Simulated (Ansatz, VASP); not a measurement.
**Nb4GaSe8 in two plane-wave programs**

Aim: how closely do two programs agree when they are given the same cell, functional and k mesh? The cell is taken from a series of runs on this material, whose earlier steps may have relaxed, scaled, displaced or heated it; both programs get it as it stands.

Method: plane waves, with VASP 6.6.1 beside it; relaxation of cell and atoms at BLYP with D3(BJ), in Ansatz 0.2.0.

## 1. Starting point

Symmetry: F-43m, No. 216, cubic system. Conventional cell: a = 10.420 Å, b = 10.420 Å, c = 10.420 Å, α = 90.00°, β = 90.00°, γ = 90.00°. Nearest to Nb lie 6 Se at 2.53 to 2.77 Å. Ga has 4 Se at 2.43 Å nearest. Nearest to Se lie 3 Nb at 2.53 Å. Nearest to Se lie 1 Ga at 2.43 Å and 3 Nb at 2.77 Å. Farther neighbours and most contacts between anions are not listed.

## 2. Ansatz: relaxation of cell and atoms, BLYP with D3(BJ)

Ansatz runs on its default PAW (the set named soft_2) files.

The relaxed volume is the usual yardstick between codes: in a stiff, nearly cubic crystal its relative difference is about their pressure difference at one cell divided by the bulk modulus.

Contents of input.yaml:

```yaml
crystal:
  lattice:
    - [0.0, 5.21, 5.21]
    - [5.21, 0.0, 5.21]
    - [5.21, 5.21, 0.0]
  atoms:
    - { symbol: Nb, position: [0.3969, 0.3969, 0.3969] }
    - { symbol: Nb, position: [0.8093, 0.3969, 0.3969] }
    - { symbol: Nb, position: [0.3969, 0.3969, 0.8093] }
    - { symbol: Nb, position: [0.3969, 0.8093, 0.3969] }
    - { symbol: Ga, position: [0.0, 0.0, 0.0] }
    - { symbol: Se, position: [0.6357, 0.6357, 0.6357] }
    - { symbol: Se, position: [0.0929, 0.6357, 0.6357] }
    - { symbol: Se, position: [0.6357, 0.6357, 0.0929] }
    - { symbol: Se, position: [0.6357, 0.0929, 0.6357] }
    - { symbol: Se, position: [0.1344, 0.1344, 0.1344] }
    - { symbol: Se, position: [0.5968, 0.1344, 0.1344] }
    - { symbol: Se, position: [0.1344, 0.1344, 0.5968] }
    - { symbol: Se, position: [0.1344, 0.5968, 0.1344] }
kpoints:
  mp_grid: { grid: [6, 6, 6] }
hamiltonian:
  xc: blyp
  dispersion: d3bj
scf:
  occupations: { method: gaussian, width: 0.1 }
output:
  forces: true
  stress: true
  eigenvalues: true
relax:
  adjacent_minimum: "off"
  f_tol: 0.005
  max_steps: 60
  cell: { stress_tol: 0.03 }
```

The run is started by

```
$ ansatz run input.yaml --threads 8 --pin off --max-ram 16384MiB --backend cpu --events-out ev --progress --plain --runs-dir out
```

Numbers of over 12 decimals in the logs are rounded to 6 here.

Output:

```text
Engine: ansatz 0.2.0, aarch64-unknown-linux-gnu
Pseudopotentials: kind: paw
Pseudopotential: Nb, paw, valence charge 13, recommended cutoff 420 eV (normal), Nb.paw.azcp
Pseudopotential: Ga, paw, valence charge 13, recommended cutoff 420 eV (normal), Ga.paw.azcp
Pseudopotential: Se, paw, valence charge 16, recommended cutoff 420 eV (normal), Se.paw.azcp
Functional definition: BLYP
  parameter beta = 0.0042
  parameter a = 0.04918
  parameter b = 0.132
  parameter c = 0.2533
  parameter d = 0.349
  exchange = b88_x(beta = beta)
  correlation = lyp_c(a = a, b = b, c = c, d = d)
Crystal: 13 atoms, lattice volume = 282.842 Å³
Basis set: ecut = 420 eV, 5577 PW (Γ), exchange–correlation on 100×100×100 points (8 copies of the dense FFT grid, shifted against one another)
Bands: 116, of which v1, the nominal top of the filled ones, is band 97 counted from 1 (96 counted from 0)
Symmetry: 24 space group operations
Space group: F-43m (ITA 216), of the structure as read, at distance tolerance 6.6e-5 Å
k-points: 16 of 216 (time reversal used)
Non-local potential: Nb, projectors of the file, l = 0: 3, l = 1: 2, l = 2: 2, l = 3: 1
Non-local potential: Ga, projectors of the file, l = 0: 2, l = 1: 2, l = 2: 3, l = 3: 1
Non-local potential: Se, projectors of the file, l = 0: 2, l = 1: 2, l = 2: 3, l = 3: 1
PAW form: soft (Blöchl's): semilocal exchange-correlation on the pseudo side does not see the compensation charge
PAW frozen core: Nb, regenerated for the run's functional, and the local potential with it (the file was generated under x = pbe(κ = 0.804, μ = 0.219515), c = pbe(β = 0.066725))
PAW frozen core: Ga, regenerated for the run's functional, and the local potential with it (the file was generated under x = pbe(κ = 0.804, μ = 0.219515), c = pbe(β = 0.066725))
PAW frozen core: Se, regenerated for the run's functional, and the local potential with it (the file was generated under x = pbe(κ = 0.804, μ = 0.219515), c = pbe(β = 0.066725))
PAW one-centre angular grid: Nb, 590 points (default); XC on 64 Gauss nodes
PAW one-centre angular grid: Ga, 590 points (default); XC on 64 Gauss nodes
PAW one-centre angular grid: Se, 590 points (default); XC on 64 Gauss nodes
Initial density: superposition of atomic densities (neutral atoms: chi_scale 0, normalization atom), corrected by the library's trained network
Initial wavefunctions: pseudopotential atomic-orbital guess
Functional: x = b88, c = lyp
SCF iter   1: F=—  HF=-65918.277370 eV  |F-HF|=—  |Δ(HF+E_count)|=         —  Δρ=8.52e-3  dr2=2.45e-1  ethr=1.77e-3  ⟨swp⟩=5.8  Hψ=6951  notcnv=0  defer=9
preconditioner: auto → LDOS  [metal: Δε(μ)=0.044 eV  Ē_g=9.354 eV  σ=0.100 eV  W_gap=0.24  n_scr=64 (ndim 8)  ℏωp=19.9 eV  f_vac=0.038  D(μ)=8.46/eV (n_scr^D=58)  β→1.0]
SCF iter   2: F=—  HF=-65918.236228 eV  |F-HF|=—  |Δ(HF+E_count)|=   4.11e-2  Δρ=4.64e-3  dr2=9.95e-2  ethr=1.27e-4  ⟨swp⟩=2.1  Hψ=3144  notcnv=0  defer=137
SCF iter   3: F=—  HF=-65918.214967 eV  |F-HF|=—  |Δ(HF+E_count)|=   2.13e-2  Δρ=9.09e-4  dr2=2.64e-3  ethr=5.16e-5  ⟨swp⟩=2.2  Hψ=3183  notcnv=0  defer=137
SCF iter   4: F=—  HF=-65918.214780 eV  |F-HF|=—  |Δ(HF+E_count)|=   1.87e-4  Δρ=3.36e-4  dr2=2.39e-4  ethr=1.37e-6  ⟨swp⟩=2.0  Hψ=3201  notcnv=0  defer=137
SCF iter   5: F=—  HF=-65918.214972 eV  |F-HF|=—  |Δ(HF+E_count)|=   1.91e-4  Δρ=1.68e-4  dr2=7.69e-5  ethr=1.24e-7  ⟨swp⟩=2.0  Hψ=2565  notcnv=0  defer=137
SCF iter   6: F=—  HF=-65918.214876 eV  |F-HF|=—  |Δ(HF+E_count)|=   9.58e-5  Δρ=5.11e-5  dr2=3.09e-6  ethr=3.98e-8  ⟨swp⟩=2.0  Hψ=2392  notcnv=0  defer=137
SCF iter   7: F=—  HF=-65918.214883 eV  |F-HF|=—  |Δ(HF+E_count)|=   7.22e-6  Δρ=1.13e-5  dr2=2.21e-7  ethr=1.60e-9  ⟨swp⟩=2.0  Hψ=2594  notcnv=0  defer=137
SCF iter   8: F=-65918.214884 eV  HF=-65918.214884 eV  |F-HF|=6.26e-9  |Δ(HF+E_count)|=   2.06e-7  Δρ=3.17e-6  dr2=2.66e-8  ethr=5.18e-11  ⟨swp⟩=9.4  Hψ=8333  notcnv=0
SCF 1 converged in 8 iterations: F = -65918.214884 eV  dr2 = 2.66e-8
  greatest PAW one-centre occupation: 1.000 electrons in one spin orbital (limit 2), on the Se atom at site 6 (counted from 0), in its partial waves of l = 2
relax step   1: F+E_penalty+E_count = -65918.21488358 eV  Δ(F+E_penalty+E_count) = +0.000e0 eV  max|allowed force component| = 2.110e-1 eV/Å  Δτ_max = 0.0000 Å  P = +0.031 GPa  Ω = 282.842 Å³  (8 SCF iters, dr2 threshold 1.00e-7 eV, accepted)
Crystal: 13 atoms, lattice volume = 274.533 Å³
Basis set: ecut = 420 eV, 5329 PW (Γ), exchange–correlation on 100×100×100 points (8 copies of the dense FFT grid, shifted against one another)
Initial density: handed on by an earlier stage of this run
Initial wavefunctions: those handed on with the density
iter 1 solved again at ethr=6.25e-5 eV; its pass at ethr=3.10e-3 eV (dr2=1.21e-1 eV) is discarded
[...]
basis re-selected at this cell: Δ(F+E_penalty+E_count) = +3.492e-4 eV, ΔP = -0.000 GPa vs the last step (what re-selecting the basis moved, of the pressure what is left beyond the Pulay correction that the steps carried, after the strain that the cell walked since its last selection, with what the two solves' SCF thresholds leave and, on support functions, any second-order correction that the steps lacked; it is no m [...]
SCF converged after 5 iterations
Free energy (F): -65918.236177 eV
Harris-Foulkes:  -65918.236177 eV  (|F-HF|=2.91e-11)
Internal energy: -65918.195496 eV  (E = F + TS)
E sigma→0 (E₀):  -65918.215837 eV
Entropy (-TS):   -0.040681 eV (-3.129 meV/atom)
Fermi energy:    11.885187 eV
--- Per-component energies (eV) ---
  E_band       = -3272.270142
  E_kinetic    = 2660.859940
  E_local      = -24249.701550  (includes V_loc(G=0)·N_el)
  E_nonlocal   = -3891.126547
  E_hartree    = 11478.871439
  E_xc         = -1588.627550
  E_vxc        = -1667.952555  (∫ρ·V_xc dr)
  E_paw        = -29748.975853  (= ΣΔE_a)
  E_vpaw       = 917.912808  (= ΣTr[D̂ρ^β])
  E_aug_tail   = -0.004845  (compensation charges beyond the density's cutoff)
  E_ewald      = -20568.474447
  E_disp       = -13.470274  (pairwise vdW)
  E_core_change = 2.454192  (= ΣΔE_core)
  E_smearing   = -0.040681  (= −TS)
  E_closure    = 0.000000  (closes the sum)
  Σ components = -65918.236177   (vs F -65918.236177, Δ=0.00e0)
--- Forces (eV/Å), atoms counted from 1 ---
  atom   1  Nb    -0.00186585    -0.00186585    -0.00186585
  atom   2  Nb    -0.00186585     0.00186585     0.00186585
  atom   3  Nb     0.00186585     0.00186585    -0.00186585
  atom   4  Nb     0.00186585    -0.00186585     0.00186585
  atom   5  Ga     0.00000000    -0.00000000    -0.00000000
  atom   6  Se    -0.00072094    -0.00072094    -0.00072094
  atom   7  Se    -0.00072094     0.00072094     0.00072094
  atom   8  Se     0.00072094     0.00072094    -0.00072094
  atom   9  Se     0.00072094    -0.00072094     0.00072094
  atom  10  Se    -0.00175192    -0.00175192    -0.00175192
  atom  11  Se    -0.00175192     0.00175192     0.00175192
  atom  12  Se     0.00175192     0.00175192    -0.00175192
  atom  13  Se     0.00175192    -0.00175192     0.00175192
  max |Σ_I F_I| component: 1.34e-17 eV/Å
--- Stress (GPa, compression-positive) ---
        0.003356      -0.000000      -0.000000
       -0.000000       0.003356       0.000000
       -0.000000       0.000000       0.003356
  P = ⅓ Tr σ = 0.0034 GPa (0.034 kbar)
--- Band table (eV; the first three rows and the last of 16) ---
  k-point 0: bands = [... 93 lower, 10.8511, 10.8511, 10.8511, 11.9507, 11.9507, 11.9507, 12.6977, 13.9782, ... 15 higher]
  k-point 1: bands = [... 93 lower, 10.7086, 11.0337, 11.0337, 12.0002, 12.0002, 12.0161, 12.7755, 13.8837, ... 15 higher]
  k-point 2: bands = [... 93 lower, 10.4763, 11.2018, 11.2018, 12.0393, 12.0435, 12.0435, 12.8126, 13.7514, ... 15 higher]
  k-point 15: bands = [... 93 lower, 10.7693, 11.3296, 11.4030, 11.7915, 12.0856, 12.1598, 13.3780, 13.7203, ... 15 higher]
--- Relaxed structure (4 steps of the walk, 3 accepted, 1 SCFs on fresh bases) ---
  F+E_penalty+E_count = -65918.23617747 eV   max|allowed force component| = 1.866e-3 eV/Å   (the final SCF, on the basis selected at the relaxed cell)
  cell:  # Å, volume = 280.3969 Å³
    - [0, 5.194947, 5.194947]
    - [5.194947, 0, 5.194947]
    - [5.194947, 5.194947, 0]
  atoms:
    - { symbol: Nb, position: [0.396481, 0.396481, 0.396481] }
    - { symbol: Nb, position: [0.810558, 0.396481, 0.396481] }
    - { symbol: Nb, position: [0.396481, 0.396481, 0.810558] }
    - { symbol: Nb, position: [0.396481, 0.810558, 0.396481] }
    - { symbol: Ga, position: [0, 0, 0] }
    - { symbol: Se, position: [0.637039, 0.637039, 0.637039] }
    - { symbol: Se, position: [0.088882, 0.637039, 0.637039] }
    - { symbol: Se, position: [0.637039, 0.637039, 0.088882] }
    - { symbol: Se, position: [0.637039, 0.088882, 0.637039] }
    - { symbol: Se, position: [0.134312, 0.134312, 0.134312] }
    - { symbol: Se, position: [0.597063, 0.134312, 0.134312] }
    - { symbol: Se, position: [0.134312, 0.134312, 0.597063] }
    - { symbol: Se, position: [0.134312, 0.597063, 0.134312] }
```

Reading the cycles: dr2 is the Hartree energy of the density residual (eV), the measure of convergence; HF is the Harris–Foulkes estimate of the energy, which meets the free energy F at convergence.

(Part 1 of 2 ends here.)

[Lines on the potential files, build, host, timing and source positions are cut from VASP's logs without a mark.]

[Logs are printed without paths, hosts, clocks, repeated set-up lines and the standing remarks that a program may print on its own settings, such as how far it seeks lower states.]

[Hosts, paths, dates, database ids (printed as entryN), source tags and the programs' standing remarks are cut or masked in the printed files.]
